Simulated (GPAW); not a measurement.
# Sb (R-3m) in GPAW: a series of runs, part 2 of 3

GPAW 26.7.0. The steps go on from the part before.

## 3. Band structure, M06-L, spin-orbit coupling, no magnetisation

Input file run.py:

```python
import numpy as np
from ase.dft.bandgap import bandgap
from ase.io import read, write
from ase.units import GPa
from gpaw import GPAW, PW
from gpaw.spinorbit import soc_eigenstates

atoms = read('POSCAR')

calc = GPAW(mode=PW(600),
            xc='M06-L',
            kpts={'size': (5, 5, 5), 'gamma': True},
            occupations={'name': 'fermi-dirac', 'width': 0.05},
            nbands=25,
            convergence={'density': 1e-05, 'energy': 1e-05},
            maxiter=150,
            txt='gpaw.txt')
atoms.calc = calc
energy = atoms.get_potential_energy()
forces = atoms.get_forces()
stress = atoms.get_stress()
calc.write('gs.gpw')
write('result.traj', atoms)
print(f'Energy: {energy:.6f} eV')
print('Forces (eV/A):')
print(forces.round(4))
print('Stress (GPa):', (stress / GPa).round(3))
print('Fermi level:', round(calc.get_fermi_level(), 4), 'eV')
print(f'Gap: {bandgap(calc)[0]:.4f} eV, direct: {bandgap(calc, direct=True)[0]:.4f} eV')

path = atoms.cell.bandpath('GLB1,BZGX,QFP1Z,LP', npoints=80, eps=1e-4)
bs_calc = calc.fixed_density(kpts=path, symmetry='off', nbands=40,
                             convergence={'bands': 'CBM+6.0', 'eigenstates': 1e-6}, txt='bands.txt')
bs = bs_calc.band_structure()
bs.write('bs.json')
print(f'Gap on the path: {bandgap(bs_calc)[0]:.4f} eV')

soc = soc_eigenstates(bs_calc, theta=0, phi=0, ignore_xc_potential=True)
np.savetxt('soc_bands.dat', soc.eigenvalues(), fmt='%.4f')
mesh = soc_eigenstates('gs.gpw', theta=0, phi=0, ignore_xc_potential=True)
np.savetxt('soc_mesh.dat', mesh.eigenvalues(), fmt='%.4f')
print('Fermi level with spin-orbit coupling:', round(mesh.fermi_level, 4), 'eV')
```

Input file POSCAR:

```
Sb
1.0
    2.1542000000      1.2437279499      3.7580000000
   -2.1542000000      1.2437279499      3.7580000000
    0.0000000000     -2.4874558998      3.7580000000
Sb
2
Direct
    0.7665100000      0.7665100000      0.7665100000
    0.2334900000      0.2334900000      0.2334900000
```

Potentials or basis: GPAW PAW data sets (gpaw-data 1.2.1), pw.

Run with:

```bash
$ OMP_NUM_THREADS=1 python run.py
```

gpaw.txt:

```text
__  _  _
 | _ |_)|_||  |
 |__||  | ||/\| - 26.7.0

Input parameters:
  mode=PW(ecut=600.0),
  convergence={'density': 1e-05, 'energy': 1e-05},
  kpts=MonkhorstPack(size=(5, 5, 5), gamma=True),
  maxiter=150,
  nbands=25,
  occupations=Occupations(name='fermi-dirac', width=0.05),
  xc=XC(name='M06-L')

Diagonalizing LCAO Hamiltonian
Converting LCAO to pw mode

       Sb

       Sb

Atoms  # Å, Bohr magnetons
|   | symbol |         x |         y |        z |    initial magnetic moments |
|---|--------|-----------|-----------|----------|-----------------------------|
| 0 |     Sb |  0.000000 | -0.000000 | 8.641634 | ( 0.0000,  0.0000,  0.0000) |
| 1 |     Sb | -0.000000 | -0.000000 | 2.632366 | ( 0.0000,  0.0000,  0.0000) |

Unit cell  # Å
| periodic |         x |         y |        z |  lengths |    angles |
|----------|-----------|-----------|----------|----------|-----------|
|      yes |  2.154200 |  1.243728 | 3.758000 | 4.506662 | 57.110173 |
|      yes | -2.154200 |  1.243728 | 3.758000 | 4.506662 | 57.110173 |
|      yes |  0.000000 | -2.487456 | 3.758000 | 4.506662 | 57.110173 |

Number of symmetries: 12
Symmetry operations  # r_c * U_cc + t_c -> r_c
|    | kind |            matrix            |
|----|------|------------------------------|
|  0 |  E   |  1, 0, 0,  0, 1, 0,  0, 0, 1 |
|  1 |  σ   |  1, 0, 0,  0, 0, 1,  0, 1, 0 |
|  2 |  σ   |  0, 1, 0,  1, 0, 0,  0, 0, 1 |
|  3 |  C3  |  0, 1, 0,  0, 0, 1,  1, 0, 0 |
|  4 |  C3  |  0, 0, 1,  1, 0, 0,  0, 1, 0 |
|  5 |  σ   |  0, 0, 1,  0, 1, 0,  1, 0, 0 |
|  6 |  C2  |  0, 0,-1,  0,-1, 0, -1, 0, 0 |
|  7 |  S6  |  0, 0,-1, -1, 0, 0,  0,-1, 0 |
|  8 |  S6  |  0,-1, 0,  0, 0,-1, -1, 0, 0 |
|  9 |  C2  |  0,-1, 0, -1, 0, 0,  0, 0,-1 |
| 10 |  C2  | -1, 0, 0,  0, 0,-1,  0,-1, 0 |
| 11 |  i   | -1, 0, 0,  0,-1, 0,  0, 0,-1 |

BZ-sampling:
  Number of BZ points: 125
  Number of IBZ points: 19

  Monkhorst-Pack size: [5, 5, 5]
  Monkhorst-Pack shift: [0, 0, 0]

K-points  # in reciprocal-cell coordinates
|     |                                coordinates |     weight |
|-----|--------------------------------------------|------------|
|   0 | (  0.00000000,   0.00000000,   0.00000000) | 0.00800000 |
|   1 | (  0.20000000,   0.00000000,  -0.20000000) | 0.04800000 |
|   2 | (  0.20000000,   0.00000000,   0.00000000) | 0.04800000 |
|   3 | (  0.20000000,   0.20000000,  -0.20000000) | 0.04800000 |
|   4 | (  0.20000000,   0.20000000,   0.00000000) | 0.04800000 |
|   5 | (  0.20000000,   0.20000000,   0.20000000) | 0.01600000 |
|   6 | (  0.40000000,  -0.20000000,  -0.20000000) | 0.04800000 |
|   7 | (  0.40000000,   0.00000000,  -0.40000000) | 0.04800000 |
[... 69 lines left out ...]
  Backstep threshold: 4.0
  History deletion threshold: 6.0
  Fourier metric: weight=20.0, sigma=0.015

occupation numbers:
  Fermi-Dirac:
    width: 0.0500  # eV

poisson solver:
  ecut: 4800.0  # eV

xc functional:
  name: M06-L with 2 nearest neighbor stencil

convergence criteria:
- Maximum integral of absolute [dens]ity change: 1e-05 electrons / valence electron
- Maximum [total energy] change in last 3 cyles: 1e-05 eV / valence electron
- Maximum integral of absolute [eigenst]ate change: 4e-08 eV^2 / valence electron
maximum number of iterations: 150

SCF iterations
|iter     | |      energy | eigst |  dens |
|---------|-|-------------|-------|-------|
|iter:   1| |  -15.101169 | +1.57 |       |
|iter:   2| |  -27.732415 | +0.78 | -1.64 |
|iter:   3| |  -28.882124 | -0.70 | -1.74 |
|iter:   4| |  -29.006218 | -1.42 | -1.80 |
|iter:   5| |  -29.113381 | -1.85 | -2.03 |
|iter:   6| |  -29.076443 | -2.92 | -2.21 |
|iter:   7| |  -29.059925 | -3.05 | -2.28 |
|iter:   8| |  -29.055737 | -4.20 | -2.32 |
|iter:   9| |  -29.051750 | -3.85 | -2.40 |
|iter:  10| |  -29.052704 | -4.33 | -2.45 |
|iter:  11| |  -29.055185 | -3.10 | -2.54 |
|iter:  12| |  -29.051366 | -2.38 | -3.02 |
|iter:  13| |  -29.049814 | -4.06 | -3.18 |
|iter:  14| |  -29.049988 | -4.07 | -3.47 |
|iter:  15| |  -29.049941c| -4.90 | -3.80 |
|iter:  16| |  -29.049892c| -5.36 | -4.13 |
|iter:  17| |  -29.049877c| -5.73 | -4.19 |
|iter:  18| |  -29.049880c| -6.25 | -4.52 |
|iter:  19| |  -29.049881c| -6.58 | -4.78 |
|iter:  20| |  -29.049880c| -7.19 | -5.01c|
|iter:  21| |  -29.049880c| -8.16c| -5.40c|

Converged in 21 steps
Energy contributions relative to reference atoms: (reference = -352563.116496)

Energy contributions:
  Kinetic:          37.722371
  Coulomb:         -37.337068
  Zero:              1.292717
  External:          0.000000
  Xc:              -30.727421
  Entropy:          -0.000957
  Spinorbit:         0.000000
  ----------------------------
  Free energy:     -29.050358
  Extrapolated:    -29.049880

dipole moment: (-0.000000, 0.000000, -0.000002)  # |e|*Ang

Fermi level: 7.394
Eigenvalues  # (at kpt = [0.000, 0.000, 0.000])
| band index |      eig [eV] | occ [0-2] |
|------------|---------------|-----------|
|          0 |       -23.396 |     2.000 |
|        ... |               |           |
|          7 |       -23.217 |     2.000 |
|          8 |       -23.115 |     2.000 |
|          9 |       -23.115 |     2.000 |
|         10 |        -5.708 |     2.000 |
|         11 |         2.671 |     2.000 |
|         12 |         5.205 |     2.000 |
[... 8 lines left out ...]
|         21 |        12.910 |     0.000 |
|         22 |        14.449 |     0.000 |
|        ... |               |           |
|         24 |        14.710 |     0.000 |

Gap: 0.400 eV
Transition (v -> c):
  (s=0, k=13, n=14, [0.40, 0.20, 0.20]) -> (s=0, k=9, n=15, [0.40, 0.00, 0.00])
Direct/indirect transitions are different
Direct gap: 0.835 eV
Transition at: (s=0, k=18, n=14, [0.40, 0.40, 0.40])

Forces  # eV/Ang
|        x |        y |        z |
|----------|----------|----------|
| -0.00000 | -0.00000 |  0.48435 |  # Sb   0
|  0.00000 |  0.00000 | -0.48435 |  # Sb   1

Stress tensor  # eV/Ang^3
|         x |         y |         z |
|-----------|-----------|-----------|
| -0.025669 | -0.000000 | -0.000000 |
| -0.000000 | -0.025669 | -0.000000 |
| -0.000000 | -0.000000 | -0.026819 |

# Writing to gs.gpw (mode='')
```

bands.txt:

```text
Diagonalizing LCAO Hamiltonian
Converting LCAO to pw mode
convergence criteria:
- Maximum integral of absolute [eigenst]ate change: 1e-06 eV^2 / valence electron
maximum number of iterations: 150

SCF iterations
|iter     | |      energy | eigst |  dens |
|---------|-|-------------|-------|-------|
|iter:   1| |             | +0.99 |       |
[... 86 lines left out ...]
         [ 0.53253908,  0.04623046,  0.04623046],
         [ 0.56507816,  0.09246092,  0.09246092],
         [ 0.59761724,  0.13869138,  0.13869138],
         [ 0.63015632,  0.18492184,  0.18492184],
         [ 0.6626954 ,  0.2311523 ,  0.2311523 ],
         [ 0.69523448,  0.27738276,  0.27738276],
         [ 0.72777356,  0.32361322,  0.32361322],
         [ 0.76031264,  0.36984368,  0.36984368]])),
  maxiter=150,
  nbands=40,
  occupations=Occupations(name='fermi-dirac', width=0.05),
  symmetry=Symmetry(point_group=False, time_reversal=False),
  xc=XC(name='M06-L')
```

Run time: 7.7 min. Hardware: 1 thread of Arm Neoverse V1, shared host; peak memory 0.44 GiB.

Results:

```
Free energy             : -29.0504 eV
Pressure                : 4.2 GPa
Largest force           : 0.484 eV/Å
Band gap on the k mesh  : 0.31 eV, indirect (least direct gap 0.68 eV)
Band gap along the path : 0.13 eV, indirect (least direct gap 0.26 eV)
```

Forces in eV/Å, atoms in the order of the input:
```
Sb   0.000  0.000  0.484
Sb   0.000  0.000 -0.484
```

Stress tensor (GPa, compression positive):
```
4.11 0.00 0.00
0.00 4.11 0.00
0.00 0.00 4.30
```

Levels at the corners of the path, in eV from the valence-band top:
```
point  band 27  band 28  band 29  band 30  band 31  band 32  band 33  band 34
    Γ    -1.53    -1.53    -1.42    -1.42     2.18     2.18     2.98     2.98
    L    -1.75    -1.75    -0.13    -0.13     0.13     0.13     0.53     0.53
   B1    -4.76    -4.76    -0.61    -0.61     1.15     1.15     4.62     4.62
    B    -4.76    -4.76    -0.61    -0.61     1.15     1.15     4.62     4.62
    Z    -1.03    -1.03    -0.17    -0.17     0.40     0.40     0.74     0.74
    Γ    -1.53    -1.53    -1.42    -1.42     2.18     2.18     2.98     2.98
    X    -3.12    -3.12    -2.71    -2.71     3.11     3.11     3.75     3.75
    Q    -3.12    -3.12    -2.71    -2.71     3.11     3.11     3.75     3.75
    F    -3.81    -3.81    -3.36    -3.36     1.52     1.52     5.13     5.13
   P1    -3.20    -3.20    -2.46    -2.46     2.57     2.57     3.55     3.55
    Z    -1.03    -1.03    -0.17    -0.17     0.40     0.40     0.74     0.74
    L    -1.75    -1.75    -0.13    -0.13     0.13     0.13     0.53     0.53
    P    -3.20    -3.20    -2.46    -2.46     2.57     2.57     3.55     3.55
```

Caveat: spin-orbit coupling was added after a scalar SCF, so levels and gaps hold it while energy, forces, pressure and moments don't; this program's spin-orbit splittings come out too wide for heavy elements; the PAW data sets were made with another functional, which shifts forces and pressure a little; the mesh misses the band edges, which the band path finds closer together.

## 4. Band structure, PBE

Input file run.py:

```python
import spglib
from ase import Atoms
from ase.dft.bandgap import bandgap
from ase.io import read, write
from gpaw import GPAW

atoms = read('Sb.cif')
cell, positions, numbers = spglib.find_primitive(
    (atoms.cell[:], atoms.get_scaled_positions(), atoms.numbers), symprec=1e-4)
atoms = Atoms(numbers, cell=cell, scaled_positions=positions, pbc=True)

calc = GPAW(mode='fd',
            h=0.2,
            xc='PBE',
            kpts={'size': (5, 5, 5), 'gamma': True},
            occupations={'name': 'fermi-dirac', 'width': 0.05},
            nbands=25,
            convergence={'density': 1e-05, 'energy': 1e-05},
            maxiter=150,
            txt='gpaw.txt')
atoms.calc = calc
energy = atoms.get_potential_energy()
forces = atoms.get_forces()
calc.write('gs.gpw')
write('result.traj', atoms)
print(f'Energy: {energy:.6f} eV')
print('Forces (eV/A):')
print(forces.round(4))
print('Fermi level:', round(calc.get_fermi_level(), 4), 'eV')
print(f'Gap: {bandgap(calc)[0]:.4f} eV, direct: {bandgap(calc, direct=True)[0]:.4f} eV')

path = atoms.cell.bandpath('GLB1,BZGX,QFP1Z,LP', npoints=80, eps=1e-4)
bs_calc = calc.fixed_density(kpts=path, symmetry='off', nbands=40,
                             convergence={'bands': 'CBM+6.0', 'eigenstates': 1e-6}, txt='bands.txt')
bs = bs_calc.band_structure()
bs.write('bs.json')
print(f'Gap on the path: {bandgap(bs_calc)[0]:.4f} eV')
```

Input file Sb.cif:

```cif
data_Sb
_cell_length_a 4.30840000
_cell_length_b 4.30840000
_cell_length_c 11.27400000
_cell_angle_alpha 90.00000000
_cell_angle_beta 90.00000000
_cell_angle_gamma 120.00000000
_space_group_name_H-M_alt 'R-3m'
_space_group_name_Hall '-R 3 2"'
_space_group_IT_number 166
loop_
_space_group_symop_operation_xyz
'x,y,z'
'-x,-y,-z'
'-y,x-y,z'
'y,-x+y,-z'
'-x+y,-x,z'
'x-y,x,-z'
'y,x,-z'
'-y,-x,z'
'x-y,-y,-z'
'-x+y,y,z'
'-x,-x+y,-z'
'x,x-y,z'
'x+2/3,y+1/3,z+1/3'
'-x+2/3,-y+1/3,-z+1/3'
'-y+2/3,x-y+1/3,z+1/3'
'y+2/3,-x+y+1/3,-z+1/3'
'-x+y+2/3,-x+1/3,z+1/3'
'x-y+2/3,x+1/3,-z+1/3'
'y+2/3,x+1/3,-z+1/3'
'-y+2/3,-x+1/3,z+1/3'
'x-y+2/3,-y+1/3,-z+1/3'
'-x+y+2/3,y+1/3,z+1/3'
'-x+2/3,-x+y+1/3,-z+1/3'
'x+2/3,x-y+1/3,z+1/3'
'x+1/3,y+2/3,z+2/3'
'-x+1/3,-y+2/3,-z+2/3'
'-y+1/3,x-y+2/3,z+2/3'
'y+1/3,-x+y+2/3,-z+2/3'
'-x+y+1/3,-x+2/3,z+2/3'
'x-y+1/3,x+2/3,-z+2/3'
'y+1/3,x+2/3,-z+2/3'
'-y+1/3,-x+2/3,z+2/3'
'x-y+1/3,-y+2/3,-z+2/3'
'-x+y+1/3,y+2/3,z+2/3'
'-x+1/3,-x+y+2/3,-z+2/3'
'x+1/3,x-y+2/3,z+2/3'
loop_
_atom_site_label
_atom_site_type_symbol
_atom_site_symmetry_multiplicity
_atom_site_Wyckoff_symbol
_atom_site_fract_x
_atom_site_fract_y
_atom_site_fract_z
_atom_site_occupancy
Sb1 Sb 6 c 0.0000000000 0.0000000000 0.7665100000 1
```

Potentials or basis: GPAW PAW data sets (gpaw-data 1.2.1), fd.

Run with:

```bash
$ OMP_NUM_THREADS=1 python run.py
```

Run time: 2 min. Hardware: 1 thread of Arm Neoverse V2, shared host; peak memory 0.48 GiB.

The run converged. Its results:

```
Free energy             : -9.1716 eV
Band gap along the path : none (metal or under the smearing width)
```

Forces in eV/Å, atoms in the order of the input:
```
Sb   0.000  0.000  0.002
Sb   0.000  0.000 -0.002
```

Levels at the corners of the path, in eV from the Fermi level:
| point | band 13 | band 14 | band 15 | band 16 | band 17 | band 18 |
| --- | --- | --- | --- | --- | --- | --- |
| Γ | -2.15 | -1.87 | -1.87 | 2.02 | 2.63 | 2.63 |
| L | -2.00 | -1.90 | -0.38 | -0.26 | 0.12 | 0.42 |
| B1 | -5.05 | -4.92 | -0.82 | 0.62 | 4.54 | 4.61 |
| B | -5.05 | -4.92 | -0.82 | 0.62 | 4.54 | 4.61 |
| Z | -1.38 | -1.38 | -0.52 | 0.06 | 0.06 | 1.03 |
| Γ | -2.15 | -1.87 | -1.87 | 2.02 | 2.63 | 2.63 |
| X | -5.36 | -3.25 | -2.99 | 2.73 | 3.12 | 4.09 |
| Q | -5.36 | -3.25 | -2.99 | 2.73 | 3.12 | 4.09 |
| F | -5.50 | -3.83 | -3.73 | 1.48 | 4.86 | 5.44 |
| P1 | -5.41 | -3.28 | -2.79 | 2.40 | 3.11 | 4.54 |
| Z | -1.38 | -1.38 | -0.52 | 0.06 | 0.06 | 1.03 |
| L | -2.00 | -1.90 | -0.38 | -0.26 | 0.12 | 0.42 |
| P | -5.41 | -3.28 | -2.79 | 2.40 | 3.11 | 4.54 |

Caveat: the real-space grid adds noise to forces; spin-orbit coupling is left out, which moves the levels of the heavy elements.

(Part 2 of 3 ends here.)
